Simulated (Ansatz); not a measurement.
Equation of state of Mg under HSE06

The structure is cubic, space group Im-3m (No. 229). The conventional cell has a = 3.546 Å, b = 3.546 Å, c = 3.546 Å, α = 90.00°, β = 90.00°, γ = 90.00°. Mg (site symmetry m-3m) is surrounded by 8 Mg at 3.07 Å.

This isn't the form of Mg at room conditions, which is hcp.

The cell was scaled at fixed shape and fractions and run with Ansatz, SSSP efficiency PAW, cutoff 408 eV; HSE06, k mesh 7 × 7 × 7 on the cell of 1 atom, gaussian occupations of 0.15 eV, collinear spin, ferromagnetic start, no spin-orbit coupling. The potentials were made for PBE. Energies are those that the program minimises, any entropy of the smearing included. For a metal such a mesh isn't converged to the digits shown. The magnetic state is the one that the start led to, which needn't be the lowest.

| V (Å³/atom) | energy over the lowest row (meV/atom) |
| --- | --- |
| 20.9479 | 17.522 |
| 21.3936 | 9.271 |
| 21.8393 | 3.764 |
| 22.2850 | ? |
| 22.7307 | 0.000 |
| 23.1764 | 1.309 |
| 23.6221 | 4.489 |

Question: Fit the third-order Birch-Murnaghan form, give V0, B0 and B′, and predict the energy left open.

Answer: With y = (V0/V)^(2/3), E = E0 + (9 V0 B0/16) [(y - 1)³ B′ + (y - 1)² (6 - 4y)]. Least squares through the rows shown give V0 = 22.6636 Å³/atom, E0 = -0.023 meV, B0 = 38.14 GPa (1 eV/Å³ = 160.218 GPa) and B′ = 3.84, with a largest miss of 0.001 meV. At V = 22.2850 the form with these constants gives 0.751 meV; the run gave 0.749 meV an atom.
